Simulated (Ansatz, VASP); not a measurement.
## CaSe: VASP beside Ansatz

```
Ca Se
1.0
     0.00000    2.95600    2.95600
     2.95600    0.00000    2.95600
     2.95600    2.95600    0.00000
Ca Se
1 1
Direct
  0.00000 0.00000 0.00000
  0.50000 0.50000 0.50000
```

Alike in both runs: task single point; functional PBE; k mesh 10 × 10 × 10; occupations gaussian, width 0.05 eV; no spin polarisation.

|  | VASP | Ansatz |
| --- | --- | --- |
| version | VASP 6.6.1 | Ansatz 0.2.0 |
| potentials or method | VASP PAW PBE potentials, release 64 (Ca_sv, Se) | scalar-relativistic, plane waves, PAW |
| plane-wave cutoff (eV) | 520 | 420 |
| valence electrons in the cell | 16 | 26 |

```csv
,VASP,Ansatz,Ansatz less VASP
gap on the k mesh at the Fermi level (eV),2.02,2.03,+0.010
pressure (GPa),1.3,1.2,-0.18
```

The functional is the same, so the differences come from potentials, cutoffs and numerics. The two sets of potentials don't hold the same shells in valence.

A k mesh can miss the band edges. PBE gaps usually lie below the measured ones, often by a third to a half.
